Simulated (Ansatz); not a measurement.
# Does disorder add resistance in series? Cu(111) layers with 75 % Rh

Two lengths of the disordered region are known. What area resistance does the third give?

Set-up. Ansatz 0.2.0, plane waves with PAW datasets at their recommended cutoffs (420 eV for most), Fermi-Dirac smearing; ballistic transmission by layer matching. The area resistance is RA = A (h/2e²)(1/T − 1/N), with T the zone-mean transmission per spin and N the lead's channels, both averaged over a few energies near the Fermi level; for magnets each spin is taken apart, with h/e², and the two conduct in parallel. Lateral cell 2x2, PBE, a fresh random draw for each length.

Results; the value marked ? is to be predicted:

| length (Å) | channels N | RA (fΩ m²) |
| --- | --- | --- |
| 8.35 | 3.210 | 0.985 |
| 16.7 | 3.210 | 1.76 |
| 25.0 | 3.210 | ? |

**Fit on the rows shown.**

Ohm's law makes RA linear in the length: the slope is (1.76 − 0.985)/(16.7 − 8.35) = 0.0934 fΩ m² per Å, or 93 µΩ cm. Then 1.76 + 0.0934 × 8.35. Predicted: 2.54 fΩ m².

What the run gave:

1.84 fΩ m², so the prediction is 39 % too high. The three lengths together give 51 µΩ cm. Single draws scatter; these runs don't part the causes of the miss, and leave the question open.

Caveats: The scatterers repeat sideways with the small cell. The slope is a raw one; a model of isotropic scattering puts it 1.02 times the bulk value over these lengths. Atoms sit unrelaxed on the host's lattice, and the pair may not mix at random in practice.
